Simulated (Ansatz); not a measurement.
**How far is PAW off for PbS?**

```
Pb S
1.0
     2.94050   -2.90000    0.00000
     2.94050    2.90000    0.00000
    -1.08005    0.00000   11.47510
Pb S
2 2
Direct
  0.77560 0.77560 0.63638
  0.22440 0.22440 0.36362
  0.26840 0.26840 0.59860
  0.73160 0.73160 0.40140
```

Atoms are numbered in the order listed.

The cell is COD entry 2106944, as deposited and not checked against the literature; nothing was relaxed. The listed cell was then made from it by scaling, straining or moving an atom.

Spin–orbit coupling is left out, though it moves levels of the heavy atoms by tenths of an eV or more.

All numbers are computed: DFT, PBE, PAW with Ansatz's default frozen-core files, scalar-relativistic (Ansatz 0.2.0); DFT, PBE, all-electron PAW with datasets made for the crystal, scalar-relativistic (Ansatz 0.2.0); DFT, PBE, all-electron LAPW, scalar-relativistic (Ansatz 0.2.0).

For PAW: a Γ-centred 7×7×3 k mesh, Fermi–Dirac smearing of 0.01 eV, cutoff 420 eV, no spin polarisation. The crystal-made all-electron datasets (AE datasets) take a cutoff of 240 eV at this cell. LAPW targets a basis error of 0.5 meV/atom. The Ansatz runs share mesh, smearing and spin set-up. Plane-wave (PAW) pressures include the program's estimate of the Pulay term.

Stress and pressure are positive in compression.

```tsv
quantity	PAW	AE datasets	LAPW
pressure (GPa)	0.75	0.75	0.75
stress xx (GPa)	0.78	0.78	0.78
stress yy (GPa)	1.70	1.71	1.71
stress zz (GPa)	-0.24	-0.23	-0.23
force on Pb1, z (eV/Å)	-0.171	-0.170	-0.171
force on S3, z (eV/Å)	0.110	0.111	0.110
band gap (eV)	1.367	1.368	?
```

Q: Give the missing entry: row "band gap (eV)", column "LAPW".

A: 1.333.
